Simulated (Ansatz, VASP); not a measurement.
**Two plane-wave programs on ZnS**

Contents of INCAR:

```
PREC     = Accurate       # precision mode
ENCUT    = 600            # plane-wave cutoff, eV
EDIFF    = 1E-6           # SCF threshold, eV
ISMEAR   = 0              # smearing method
SIGMA    = 0.02           # smearing width, eV
LREAL    = False          # projectors in reciprocal space
LASPH    = True           # aspherical terms in the spheres
NELM     = 100            # most SCF steps
ALGO     = Normal         # electronic algorithm
ISIF     = 4              # what is computed and relaxed
LWAVE    = False          # write WAVECAR
LCHARG   = False          # write CHGCAR
GGA      = PE             # functional
IBRION   = 2              # ionic algorithm
NSW      = 50             # ionic steps
EDIFFG   = -0.01          # ionic threshold
```

File KPOINTS:

```
Automatic mesh
0
Gamma
  12 12 6
```

Contents of POSCAR:

```
ZnS
1.0
    3.9712050245      0.0000000000      0.0000000000
   -1.9856025123      3.4391644349      0.0000000000
    0.0000000000      0.0000000000      6.5036949395
Zn S
2 2
Direct
    0.3333333333      0.6666666667      0.0050514702
    0.6666666667      0.3333333333      0.5050514702
    0.3333333333      0.6666666667      0.3799485298
    0.6666666667      0.3333333333      0.8799485298
```

Input for Ansatz:

```yaml
crystal:
  lattice:
    - [3.9712050245, 0.0, 0.0]
    - [-1.9856025123, 3.4391644349, 0.0]
    - [0.0, 0.0, 6.5036949395]
  atoms:
    - { symbol: Zn, position: [0.3333333333, 0.6666666667, 0.0050514702] }
    - { symbol: Zn, position: [0.6666666667, 0.3333333333, 0.5050514702] }
    - { symbol: S, position: [0.3333333333, 0.6666666667, 0.3799485298] }
    - { symbol: S, position: [0.6666666667, 0.3333333333, 0.8799485298] }
basis:
  ecutwfc: 420
kpoints:
  mp_grid: { grid: [12, 12, 6] }
hamiltonian:
  xc: pbe
scf:
  occupations: { method: gaussian, width: 0.02 }
output:
  forces: true
  stress: true
  eigenvalues: true
relax:
  adjacent_minimum: "off"
  f_tol: 0.01
  max_steps: 30
  cell: { stress_tol: 0.1, fix: [volume] }
```

Alike in both runs: task relaxation of shape and atoms at fixed volume; functional PBE; k mesh 12 × 12 × 6; occupations gaussian, width 0.02 eV; no spin polarisation.

|  | VASP | Ansatz |
| --- | --- | --- |
| version | VASP 6.6.1 | Ansatz 0.2.0 |
| potentials or method | VASP PAW PBE potentials, release 64 (Zn, S) | scalar-relativistic, plane waves, PAW |
| plane-wave cutoff (eV) | 600 | 420 |
| valence electrons in the cell | 36 | 36 |

```tsv
	VASP	Ansatz	Ansatz less VASP
gap on the k mesh at the Fermi level, each at its own relaxed structure (eV)	1.67	1.67	+0.001
relaxed volume (Å³/atom)	22.21	22.21	0.000
relaxed cell length with the largest relative difference (Å)	6.504	6.500	-0.0034
```

A k mesh can miss the band edges. As with any semilocal functional, this PBE gap is likely too small.
